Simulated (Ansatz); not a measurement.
## V2O5: a ladder of calculations

Cell of run 1: a measured structure from the Crystallography Open Database (COD), taken as it stands.

```cif
data_V2O5
_symmetry_space_group_name_H-M 'Pmmn:1'
_symmetry_Int_Tables_number 59
_cell_length_a 3.5640
_cell_length_b 11.5120
_cell_length_c 4.3680
_cell_angle_alpha 90.000
_cell_angle_beta 90.000
_cell_angle_gamma 90.000
loop_
_atom_site_label
_atom_site_type_symbol
_atom_site_symmetry_multiplicity
_atom_site_Wyckoff_symbol
_atom_site_fract_x
_atom_site_fract_y
_atom_site_fract_z
V V 4 e 0.0000 0.8512 0.1083
O5 O 4 e 0.0000 0.8543 0.4690
O9 O 4 e 0.0000 0.6811 0.9970
O13 O 2 a 0.0000 0.0000 0.9990
```

One atom of each set is listed.

Relaxed positions (PBE, cell held):

V (0.0000, 0.8515, 0.1133)
O5 (0.0000, 0.8550, 0.4759)
O9 (0.0000, 0.6809, 0.9947)
O13 (0.0000, 0.0000, 0.0017)

All runs are DFT with Ansatz 0.2.0 (plane waves and PAW, scalar-relativistic unless spin–orbit coupling is named, Γ-centred meshes, Fermi–Dirac smearing where given) in this cell.

Run 1: PBE, gradients read without the response of the cores, atoms as given; 420 eV, 7×2×6 k-points, smearing 0.02 eV.
Run 2: PBE, gradients read without the response of the cores, atoms relaxed; 420 eV, 7×2×6 k-points, smearing 0.02 eV.
Run 3: r2SCAN, gradients read without the response of the cores, at the relaxed atoms; 500 eV, 7×2×6 k-points, smearing 0.02 eV.

| run | V V_zz (η) | O5 V_zz (η) | O9 V_zz (η) | O13 V_zz (η) |
| --- | --- | --- | --- | --- |
| 1 | -0.76 (0.28) | -1.18 (0.76) | -5.30 (0.69) | -6.24 (0.01) |
| 2 | ? | ? | ? | ? |
| 3 | 0.56 (0.92) | -0.78 (1.00) | -5.39 (0.74) | -6.31 (0.12) |

V_zz in 10²¹ V/m².

Task: Estimate the row of run 2.

Result: V: -0.77 (0.45); O5: -1.15 (0.73); O9: -5.22 (0.71); O13: -6.12 (0.02). It lies nearest to run 1, from whose tensors on these sites it differs by 0.26 at most (largest principal value of the difference, on V). Taken one at a time, the functional (r2SCAN with its higher cutoff) moves the tensors on these sites by up to 0.45 (largest principal value of the change, on O5), the positions of the atoms (as given or relaxed) by 0.26 (V). On some sites the largest principal value moves to another axis from run to run, and the sign of V_zz can flip with it.

In runs 1, 3 the atoms aren't at the calculated equilibrium (largest force 0.44, 0.61 eV/Å).
